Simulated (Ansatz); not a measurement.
Runs of Ansatz 0.2.0 on InAs. The structure is cubic, space group F-43m (No. 216). The conventional cell has a = 6.036 Å, b = 6.036 Å, c = 6.036 Å, α = 90.00°, β = 90.00°, γ = 90.00°. In (site symmetry -43m) is surrounded by 4 As at 2.61 Å. As (site symmetry -43m) has 4 In at 2.61 Å as nearest neighbours. 

| task | level | cell | k mesh | cutoff (eV) | smearing | basis error allowed | mesh quality | gap on the mesh (eV) | pressure (GPa) | relaxed volume (Å³/atom) |
| --- | --- | --- | --- | --- | --- | --- | --- | --- | --- | --- |
| relaxation of cell and atoms | PBE+D4 | relaxed | 8 × 8 × 8 | - | fermi-dirac 0.05 eV | 0.001 eV/atom | not flagged | - | 0.0 | 28.52 |
| single point | PBE | as given | 8 × 8 × 8 | 283 | gaussian 0.019 eV | 0.001 eV/atom | not flagged | none | 4.3 | - |
| single point | PBE | as given | 3 × 3 × 3 | 249 | fermi-dirac 0.02 eV | 0.003 eV/atom | coarse | none | 6.2 | - |
| relaxation of cell and atoms | LDA | relaxed | 8 × 8 × 8 | - | fermi-dirac 0.05 eV | 0.001 eV/atom | not flagged | - | 0.0 | 27.37 |
| relaxation of cell and atoms | revPBE+D3(BJ) | relaxed | 8 × 8 × 8 | - | fermi-dirac 0.05 eV | 0.001 eV/atom | not flagged | - | 0.0 | (a) |
| single point | PBE | as given | 8 × 8 × 8 | 283 | gaussian 0.013 eV | 0.001 eV/atom | not flagged | none | 4.3 | - |

Alike in all rows: potentials or basis all-electron LAPW, scalar-relativistic; no spin polarisation.

Q: Estimate the missing entries.

A: (a) 28.23.

Caveats: some runs use coarse meshes; this crystal is a semiconductor, whose small gap the functional closes, so the metal is an error of the method (some runs); the k mesh is thin for a metal, which can move the energy by tens of meV per atom (some runs).

A k mesh can miss the band edges, and the runs leave out spin-orbit coupling on As, In.

A gap of «none» marks a metal or a gap under the smearing width.
